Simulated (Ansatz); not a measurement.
## Ca: equation of state with PBE

Ca:

```
Ca
1.0
     0.00000    2.79420    2.79420
     2.79420    0.00000    2.79420
     2.79420    2.79420    0.00000
Ca
1
Direct
  0.00000 0.00000 0.00000
```

| Quantity | Value |
| --- | --- |
| Program | Ansatz 0.2.0 |
| Task | equation of state |
| Functional | PBE |
| Potentials or basis | all-electron LAPW, scalar-relativistic |
| Basis error allowed | 0.0005 eV/atom |
| k mesh | 8 × 8 × 8 |
| Occupations | fermi-dirac, width 0.05 eV |
| Spin | no spin polarisation |

The equilibrium volume is 42.17 Å³/atom, the bulk modulus is 17.2 GPa and the pressure derivative of the bulk modulus is 3.2.

Energy against volume, from the lowest point:
```tsv
volume (Å³/atom)	energy (meV/atom)
41.014	1.65
41.886	0.00
42.759	0.34
43.632	2.50
44.504	6.36
45.377	11.74
46.250	18.53
```

All runs of the series together: 7.5 s on 1 thread of Arm Neoverse V2 (shared host).
